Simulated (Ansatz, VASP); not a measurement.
CuO (Tenorite) in VASP and in Ansatz

The input INCAR:

```
SYSTEM = CuO
PREC = Accurate
ENCUT = 520
EDIFF = 1E-6
ISMEAR = 0
SIGMA = 0.05
LREAL = .FALSE.
LASPH = .TRUE.
NELM = 150
ALGO = Normal
ISIF = 2
LWAVE = .FALSE.
LCHARG = .TRUE.
ISPIN = 2
MAGMOM = 1 1 0 0
LORBIT = 11
LMAXMIX = 4
LDAU = .TRUE.
LDAUTYPE = 2
LDAUL = 2 -1
LDAUU = 4 0
LDAUJ = 0 0
LDAUPRINT = 1
GGA = PE
LELF = .TRUE.
LVHAR = .TRUE.
NBANDS = 29
```

The input KPOINTS:

```
regular mesh
0
G
  5 5 3
  0 0 0
```

The input POSCAR:

```
CuO
1.0
    2.3418500000     -1.7113000000      0.0000000000
    2.3418500000      1.7113000000      0.0000000000
   -0.8500274268      0.0000000000      5.0578693947
Cu O
2 2
Direct
    0.0000000000      0.5000000000      0.0000000000
    0.5000000000      0.0000000000      0.5000000000
    0.5816000000      0.4184000000      0.2500000000
    0.4184000000      0.5816000000      0.7500000000
```

Input for Ansatz:

```yaml
crystal:
  lattice:
    - [2.34185, -1.7113, 0.0]
    - [2.34185, 1.7113, 0.0]
    - [-0.8500274268, 0.0, 5.0578693947]
  atoms:
    - { symbol: Cu, position: [0.0, 0.5, 0.0], spin: 1.0 }
    - { symbol: Cu, position: [0.5, 0.0, 0.5], spin: 1.0 }
    - { symbol: O, position: [0.5816, 0.4184, 0.25] }
    - { symbol: O, position: [0.4184, 0.5816, 0.75] }
basis:
  ecutwfc: 420
  ecutrho_ratio: 4
kpoints:
  mp_grid: { grid: [5, 5, 3] }
hamiltonian:
  xc: pbe
  hubbard: { sites: [{ species: Cu, l: d, u_eff: 4.0 }] }
scf:
  occupations: { method: gaussian, width: 0.05 }
output:
  forces: true
  stress: true
  eigenvalues: true
  populations: true
  hubbard: { sites: [{ species: Cu, l: d }] }
magnetization:
  spin_polarized: true
```

Alike in both runs: task single point; functional PBE; k mesh 5 × 5 × 3; occupations gaussian, width 0.05 eV; collinear spin; Hubbard terms Cu d U = 4.0 eV.

|  | VASP | Ansatz |
| --- | --- | --- |
| version | VASP 6.6.1 | Ansatz 0.2.0 |
| potentials or method | VASP PAW PBE potentials, release 64 (Cu, O) | scalar-relativistic, plane waves, PAW |
| plane-wave cutoff (eV) | 520 | 420 |
| valence electrons in the cell | 34 | 50 |

```csv
,VASP,Ansatz,Ansatz less VASP
pressure (GPa),4.9,8.4,+3.50
largest component of the traceless stress (GPa),0.75,0.81,+0.056
rms of the force components (eV/Å),0.022,0.033,+0.0106
net moment per atom (μB),0.50,0.47,-0.032
size of the moment on the site where the two differ most (μB),0.66,0.59,-0.067
```

Site moments also hang on the region over which each program counts them. The programs project onto different local orbitals, so the same U acts differently. Atom by atom the forces differ by 0.011 eV/Å (rms over components). The two sets of potentials don't hold the same shells in valence. Ansatz warned: «filled_band_counts_differ_across_k_points».

Caveats: the k mesh is coarse (spacing up to 0.46 Å⁻¹), so the values aren't converged; an odd mesh through Γ misses points on the zone boundary, where band edges often lie. The state reached can hang on the start; a lower one may exist.
